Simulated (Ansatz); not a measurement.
Crystal: BaTiO3.

```
Ba Ti O
1.0
     2.82737    1.63238    2.31839
    -2.82737    1.63238    2.31839
     0.00000   -3.26476    2.31839
Ba Ti O
1 1 3
Cartesian
  0.0000 0.0000 0.0000
  0.0000 0.0000 3.3698
  1.3885 -0.8017 2.3988
  -1.3885 -0.8017 2.3988
  0.0000 1.6033 2.3988
```

```yaml
Program: Ansatz 0.2.0
Task: relaxation of cell and atoms
Functional: PBE
Potentials_or_basis: Ansatz PAW
Cutoff: "420 eV (not typed: the program's choice for these potentials)"
k_mesh: 7 × 7 × 7
Occupations: fermi-dirac, width 0.05 eV
Spin: no spin polarisation
```

At the start: volume 12.84 Å³/atom.

Task: Where does the relaxation end?

Result: It ends after 10 steps and the volume is 13.38 Å³/atom (+4.2 %); space group R3m (No. 160, to 0.05 Å).

Step by step:
| step | energy change (eV) | largest force (eV/Å) | volume (Å³) |
| --- | --- | --- | --- |
| 1 | 0.0000 | 0.1382 | 64.20 |
| 2 | -0.0125 | 0.4963 | 66.48 |
| 3 | -0.0263 | 0.1969 | 66.29 |
| 4 | -0.0271 | 0.1698 | 66.29 |
| 5 | -0.0286 | 0.0680 | 66.45 |
| 6 | -0.0290 | 0.0077 | 66.72 |
| 7 | -0.0395 | 0.0077 | 66.72 |
| 8 | -0.0390 | 0.0034 | 66.93 |
| 9 | -0.0390 | 0.0022 | 66.92 |
| 10 | -0.0397 | 0.0023 | 66.92 |

Final structure:
```
CELL_PARAMETERS angstrom
2.86328 1.65312 2.35633
-2.86328 1.65312 2.35633
0.00000 -3.30623 2.35633
ATOMIC_POSITIONS crystal
Ba 0.99457 0.99457 0.99457
Ti 0.48034 0.48034 0.48034
O 0.51120 0.02188 0.51120
O 0.02188 0.51120 0.51120
O 0.51120 0.51120 0.02188
```

Caveat: the plane-wave basis is chosen anew once the cell has moved, so the energies of steps on either side of that aren't comparable; the pressure holds a Pulay correction of +0.5 GPa for the finite cutoff.
